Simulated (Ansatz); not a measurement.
## Fe under changes of volume

One of the cells (11.435 Å³/atom); the others are scaled copies at fixed shape and fractional positions:

```
Fe
1.0
     0.00000    1.94174    1.96511
     1.49844    0.00000    1.96511
     1.49844    1.94174    0.00000
Fe
1
Direct
  0.00000 0.00000 0.00000
```

```yaml
Program: Ansatz 0.2.0
Functional: r2SCAN
Potentials_or_basis: Ansatz PAW
Cutoff: "500 eV (not typed: the program's choice for these potentials)"
k_mesh: 13 × 13 × 13
Occupations: fermi-dirac, width 0.05 eV
Spin: collinear spin, ferromagnetic start
Starting_moments: "[3.0] μB"
```

```csv
volume (Å³/atom),energy over the lowest point (meV/atom),pressure (GPa),moment (μB per cell)
10.749,65.19,21.3,2.58
10.978,38.35,15.9,2.61
11.207,19.33,10.9,2.62
11.435,7.12,6.5,2.64
11.664,?,?,?
11.893,0.00,-1.3,2.67
12.121,4.34,-4.7,2.68
```

**Question.** What does the run at 11.664 Å³/atom give?

**Answer.** Energy over the lowest point 0.81 meV/atom; pressure 2.4 GPa; moment 2.66 μB per cell.

Worked out: A Birch-Murnaghan fit of order 3 (a polynomial in V^(-2/3)) to the other rows has its minimum at 11.81 Å³/atom with B0 = V·E''(V) = 185 GPa and B' = 4.5 at fixed shape and positions, which overstates the stiffness. It gives 0.81 meV/atom at 11.664 Å³/atom, against the run's 0.81, and -dE/dV = 2.4 GPa, against 2.4. A straight line through the other rows of the moment, of slope 0.0706 μB per Å³/atom, gives 2.65 μB, against the run's 2.66.

Energies are extrapolated to zero smearing.

Caveats: the magnetic or orbital state may not be the lowest; the PAW data sets come from PBE, with cores solved anew for the run's functional, which leaves a small shift of forces and pressure.
